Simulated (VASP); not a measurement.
Write the native input for VASP 6.6.1 that does the following.

```
Task                   : relaxation of cell and atoms
Functional             : LDA
Potentials or basis    : VASP PAW LDA potentials, release 64 (Cs_sv, Pb_d, Br)
Cutoff                 : 600 eV
k mesh                 : 6 × 6 × 6
Occupations            : gaussian, width 0.01 eV
Spin                   : no spin polarisation
Dipole correction      : no
Further INCAR settings : ALGO = Normal; EDIFF = 1e-06; IBRION = 2; EDIFFG = -0.005; NSW = 80; ISIF = 3
```

The structure of CsPbBr3 lies in POSCAR:

```
CsPbBr3
1.0
    5.8700000000      0.0000000000      0.0000000000
    0.0000000000      5.8700000000      0.0000000000
    0.0000000000      0.0000000000      5.8700000000
Cs Pb Br
1 1 3
Direct
    0.5000000000      0.5000000000      0.5000000000
    0.0000000000      0.0000000000      0.0000000000
    0.5000000000      0.0000000000      0.0000000000
    0.0000000000      0.5000000000      0.0000000000
    0.0000000000      0.0000000000      0.5000000000
```

The cell was built by a generator and needn't be a form met in nature.

The input as run:

INCAR

```
PREC = Accurate
ENCUT = 600
EDIFF = 1E-6
ISMEAR = 0
SIGMA = 0.01
LREAL = F
LASPH = T
NELM = 100
ALGO = Normal
ISIF = 3
LWAVE = F
LCHARG = F
IBRION = 2
NSW = 80
EDIFFG = -0.005
```

KPOINTS

```
Automatic mesh
0
Gamma
  6 6 6
```

Potentials or basis: VASP PAW LDA potentials, release 64 (Cs_sv, Pb_d, Br).

Run with:

```bash
$ cat potpaw_LDA.64/Cs_sv/POTCAR potpaw_LDA.64/Pb_d/POTCAR potpaw_LDA.64/Br/POTCAR > POTCAR
$ mpirun -np 1 vasp_std > vasp.out
```

Results of the run:

* Relaxed volume: 38.55 Å³/atom
* Relaxed cell: a = 5.776 Å, b = 5.776 Å, c = 5.776 Å, α = 90.00°, β = 90.00°, γ = 90.00°
* Space group after relaxing (to 0.05 Å): Pm-3m (No. 221)
* Energy gained by relaxing: 7.0 meV/atom
* Ionic steps: 3
* Pressure after relaxing: 0.0 GPa
* Band gap on the k mesh: 1.15 eV, direct

Caveat: spin-orbit coupling is left out, which as a rule narrows the gap of such compounds by several tenths of an eV.

Run time: 2.5 min on 1 thread of AMD EPYC 9R45 96-Core Processor (Zen 5) (shared host), peak memory 0.32 GiB.
